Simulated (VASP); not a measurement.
Pb:

```
CELL_PARAMETERS angstrom
-1.97966 1.97966 1.97966
1.97966 -1.97966 1.97966
1.97966 1.97966 -1.97966
ATOMIC_POSITIONS crystal
Pb 0.00000 0.00000 0.00000
```

This isn't the form of Pb at room conditions, which is fcc.

* Program: VASP 6.6.1
* Task: relaxation of cell and atoms
* Functional: PBEsol
* Potentials or basis: VASP PAW PBE potentials, release 64 (Pb_d)
* Cutoff: 600 eV
* k mesh: 8 × 8 × 8
* Occupations: fermi-dirac, width 0.05 eV
* Spin: no spin polarisation

At the start: pressure -1.5 GPa; volume 31.03 Å³/atom.

Task: How do energy, volume and symmetry change on relaxing?

Result: Over 3 steps the energy falls by 4.6 meV/atom and the volume is 30.06 Å³/atom (-3.1 %); space group Im-3m (No. 229, to 0.05 Å).

The path:
```tsv
step	energy change (eV)	largest force (eV/Å)	pressure (GPa)	volume (Å³)
1	0.0000	0.0000	-1.47	31.03
2	-0.0042	0.0000	0.48	29.77
3	-0.0046	0.0000	0.01	30.06
```

Final structure:
```
CELL_PARAMETERS angstrom
-1.95866 1.95866 1.95866
1.95866 -1.95866 1.95866
1.95866 1.95866 -1.95866
ATOMIC_POSITIONS crystal
Pb 0.00000 0.00000 0.00000
```

Caveat: the PAW data sets were made with another functional, which shifts forces and pressure a little.
